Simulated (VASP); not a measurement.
# CoO in VASP: a series of runs

One slab, CoO, is run at these levels: PBEsol; tasks: single point.

All numbers are computed with VASP 6.6.1; they aren't measurements. Logs are shortened: lines on timing, memory, paths and dates and some standing lists are left out, and cuts for length are marked.

## 1. Starting point

The cell holds a slab with vacuum, 12 atoms: a = 3.016 Å, b = 3.016 Å, c = 18.536 Å, α = 90.00°, β = 90.00°, γ = 90.00°.

## 2. Single point, PBEsol, collinear spin, ferromagnetic start

Input file INCAR:

```
SYSTEM = CoO
  PREC = Accurate
  ENCUT = 460
  EDIFF = 1E-7
  ISMEAR = 1
  SIGMA = 0.1
  LREAL = .False.
  LASPH = .True.
  NELM = 120
  ALGO = Normal
  ISIF = 2
  LWAVE = .False.
  LCHARG = .False.
  ISPIN = 2
  MAGMOM = 2 2 2 2 2 2 0 0 0 0 0 0
  LORBIT = 11
  LMAXMIX = 4
  LDIPOL = .True.
  IDIPOL = 3
  DIPOL = 0.5 0.5 0.500
  GGA = PS
  NBANDS = 65
  LVHAR = .True.
  LVACPOTAV = .True.
```

Input file KPOINTS:

```
Automatic mesh
0
Gamma
  11 11 1
  0 0 0
```

Input file POSCAR:

```
CoO
1.0
    3.0160003058      0.0000000000      0.0000000000
    0.0000000000      3.0160003058      0.0000000000
    0.0000000000      0.0000000000     18.5362497745
Co O
6 6
Direct
    0.5000000000      0.5000000000      0.2157933805
    0.0000000000      0.0000000000      0.3294760283
    0.5000000000      0.5000000000      0.4431586761
    0.0000000000      0.0000000000      0.5568413239
    0.5000000000      0.5000000000      0.6705239717
    0.0000000000      0.0000000000      0.7842066195
    0.0000000000      0.0000000000      0.2157933805
    0.5000000000      0.5000000000      0.3294760283
    0.0000000000      0.0000000000      0.4431586761
    0.5000000000      0.5000000000      0.5568413239
    0.0000000000      0.0000000000      0.6705239717
    0.5000000000      0.5000000000      0.7842066195
```

Potentials or basis: VASP PAW PBE potentials, release 64 (Co, O).

Started as:

```
$ cat potpaw_PBE.64/Co/POTCAR potpaw_PBE.64/O/POTCAR > POTCAR
$ mpirun -np 1 vasp_std > vasp.out
```

OUTCAR:

```text
SYSTEM = CoO
   PREC = Accurate
   ENCUT = 460
   EDIFF = 1E-7
   ISMEAR = 1
   LREAL = .False.
   LASPH = .True.
   NELM = 120
   ISIF = 2
   ISPIN = 2
   LORBIT = 11
   GGA = PS

 Found     21 irreducible k-points:

 Following reciprocal coordinates:
            Coordinates               Weight
  0.000000  0.000000  0.000000      1.000000
  0.090909  0.000000  0.000000      4.000000
  0.181818  0.000000  0.000000      4.000000
  0.272727  0.000000  0.000000      4.000000
  0.363636  0.000000  0.000000      4.000000
  0.454545  0.000000  0.000000      4.000000
   k-points           NKPTS =     21   k-points in BZ     NKDIM =     21   number of bands    NBANDS=     65
   number of dos      NEDOS =    301   number of ions     NIONS =     12
   total plane-waves  NPLWV =  80640
   dimension x,y,z NGX =    24 NGY =   24 NGZ =  140
   dimension x,y,z NGXF=    48 NGYF=   48 NGZF=  280
   ions per type =               6   6
   NGX,Y,Z   is equivalent  to a cutoff of  13.23, 13.23, 12.56 a.u.
   NGXF,Y,Z  is equivalent  to a cutoff of  26.46, 26.46, 25.11 a.u.
 SYSTEM =  CoO
   PREC   = accura    normal or accurate (medium, high low for compatibility)
   ISTART =      0    job   : 0-new  1-cont  2-samecut
   ICHARG =      2    charge: 1-file 2-atom 10-const
   ISPIN  =      2    spin polarized calculation?
   LNONCOLLINEAR =      F non collinear calculations
   LSORBIT =      F    spin-orbit coupling
   LASPH  =      T    aspherical Exc in radial PAW
   ENCUT  =  460.0 eV  33.81 Ry    5.81 a.u.   5.27  5.27 32.42*2*pi/ulx,y,z
   NELM   =    120;   NELMIN=  2; NELMDL= -5     # of ELM steps
   EDIFF  = 0.1E-06   stopping-criterion for ELM
   LREAL  =      F    real-space projection
   EDIFFG = 0.1E-05   stopping-criterion for IOM
   NSW    =      0    number of steps for IOM
   IBRION =     -1    ionic relax: 0-MD 1-quasi-New 2-CG
   NFREE  =      0    steps in history (QN), initial steepest desc. (CG)
   ISIF   =      2    stress and relaxation
   ISYM   =      2    0-nonsym 1-usesym 2-fastsym
   POTIM  = 0.5000    time-step for ionic-motion
   TEBEG  =    0.0;   TEEND  =   0.0 temperature during run
   PSTRESS=    0.0 pullay stress
   NELECT =      90.0000    total number of electrons
   NUPDOWN=      -1.0000    fix difference up-down
   EMIN   =  10.00;   EMAX   =-10.00  energy-range for DOS
   EFERMI =   0.00;   METHOD = LEGACY
   ISMEAR =     1;   SIGMA  =   0.10  broadening in eV -4-tet -1-fermi 0-gaus
   EFERMI_NEDOS =   21; number of points for ismear=-14 and -15
   IALGO  =     38    algorithm
   IMIX   =      4    mixing-type and parameters
     AMIX     =   0.40;   BMIX     =  1.00
     AMIX_MAG =   1.60;   BMIX_MAG =  1.00
  volume/ion in A,a.u.               =      14.05        94.82
  Fermi-wavevector in a.u.,A,eV,Ry     =   1.327988  2.509533 23.994580  1.763552
  Thomas-Fermi vector in A             =   2.457259
   LORBIT       =     11    0 simple, 1 ext, 2 COOP (PROOUT), +10 PAW based schemes
[... 395 lines left out ...]
     56       8.7060      0.00000
     57       9.1947      0.00000

 [... further k-points ...]

 spin component 2

 k-point     1 :       0.0000    0.0000    0.0000
  band No.  band energies     occupation
      1     -15.5074      1.00000
      2     -15.2027      1.00000
      3     -14.8212      1.00000
      4     -14.4611      1.00000
      5     -14.1459      1.00000
      6     -14.1100      1.00000
[... 349 lines left out ...]
     56       9.2683      0.00000
     57       9.5594      0.00000

 [... further k-points ...]

 [bands above 57 left out]

------------------------ aborting loop because EDIFF is reached ----------------------------------------

  FORCE on cell =-STRESS in cart. coord.  units (eV):
  Direction    XX          YY          ZZ          XY          YZ          ZX
  --------------------------------------------------------------------------------------
  -------------------------------------------------------------------------------------
  Total      -12.7263869    -12.7263869     -6.7760123      0.0000000      0.0000000      0.0000000
  in kB     -120.9291693   -120.9291693    -64.3872877      0.0000000      0.0000000      0.0000000
  external PRESSURE =    -102.0818754 kB  Pullay stress =       0.0000000 kB

 VOLUME and BASIS-vectors are now :
 -----------------------------------------------------------------------------
  energy-cutoff  :      460.00
  volume of cell :      168.61
      direct lattice vectors                 reciprocal lattice vectors
     3.016000306  0.000000000  0.000000000     0.331564953  0.000000000  0.000000000
     0.000000000  3.016000306  0.000000000     0.000000000  0.331564953  0.000000000
     0.000000000  0.000000000 18.536249774     0.000000000  0.000000000  0.053948345

 POSITION                                       TOTAL-FORCE (eV/Angst)
 -----------------------------------------------------------------------------------
      1.50800      1.50800      4.00000         0.000000      0.000000      0.765827
      0.00000      0.00000      6.10725         0.000000      0.000000     -0.252024
      1.50800      1.50800      8.21450         0.000000      0.000000      0.033567
      0.00000      0.00000     10.32175         0.000000      0.000000     -0.033567
      1.50800      1.50800     12.42900         0.000000      0.000000      0.252024
      0.00000      0.00000     14.53625        -0.000000      0.000000     -0.765827
      0.00000      0.00000      4.00000         0.000000     -0.000000     -0.014622
      1.50800      1.50800      6.10725         0.000000      0.000000     -0.094979
      0.00000      0.00000      8.21450         0.000000      0.000000      0.069532
      1.50800      1.50800     10.32175        -0.000000     -0.000000     -0.069532
      0.00000      0.00000     12.42900        -0.000000      0.000000      0.094979
      1.50800      1.50800     14.53625         0.000000      0.000000      0.014622
 -----------------------------------------------------------------------------------
    total drift:                                0.000000     -0.000000      0.000000

  FREE ENERGIE OF THE ION-ELECTRON SYSTEM (eV)
  ---------------------------------------------------
  free  energy   TOTEN  =       -82.6556446882 eV

  energy  without entropy=      -82.6658391448  energy(sigma->0) =      -82.65904284

 total charge

# of ion       s       p       d       tot
------------------------------------------
    1        0.285   0.313   7.129   7.727
    2        0.304   0.372   7.133   7.809
    3        0.300   0.367   7.145   7.812
    4        0.300   0.367   7.145   7.812
    5        0.304   0.372   7.133   7.809
    6        0.285   0.313   7.129   7.727
    7        1.558   3.362   0.000   4.920
    8        1.558   3.405   0.000   4.964
    9        1.558   3.407   0.000   4.966
   10        1.558   3.407   0.000   4.966
   11        1.558   3.405   0.000   4.964
   12        1.558   3.362   0.000   4.920
--------------------------------------------------
tot         11.126  22.454  42.814  76.394

 magnetization (x)

# of ion       s       p       d       tot
------------------------------------------
    1        0.026   0.023   2.468   2.517
    2        0.019   0.015   2.581   2.615
    3        0.020   0.018   2.566   2.604
    4        0.020   0.018   2.566   2.604
    5        0.019   0.015   2.581   2.615
    6        0.026   0.023   2.468   2.517
    7        0.023   0.270   0.000   0.293
    8        0.031   0.325   0.000   0.356
    9        0.030   0.312   0.000   0.342
   10        0.030   0.312   0.000   0.342
   11        0.031   0.325   0.000   0.356
   12        0.023   0.270   0.000   0.293
--------------------------------------------------
tot          0.298   1.926  15.231  17.455
```

It took 10 min on 1 thread of Intel Xeon 6975P-C (Granite Rapids), shared host; peak memory 0.49 GiB.

The run converged, but some of its settings lie outside the range that counts as converged, so its numbers aren't taken as properties of the slab.

What came out:

* Free energy: -82.6556 eV
* Largest force: 0.766 eV/Å
* Band gap on the k mesh: none (metal or under the smearing width)
* Net moment: 17.87 μB per cell
* Site moments: Co +2.52, +2.62, +2.60; O +0.29, +0.36, +0.34 μB
* Valence electrons inside the program's atomic spheres: Co 7.73, 7.81; O 4.92, 4.96, 4.97

Caveat: the cutoff is under 1.25 times the usual one of these potentials, so pressure, stress and relaxed cells hold a basis-set (Pulay) error; the PAW data sets were made with another functional, which shifts forces and pressure a little; semilocal functionals often make such compounds metallic where correlation or magnetic order opens a gap, which also shifts bond lengths.

(Continued in part 2 of 2.)
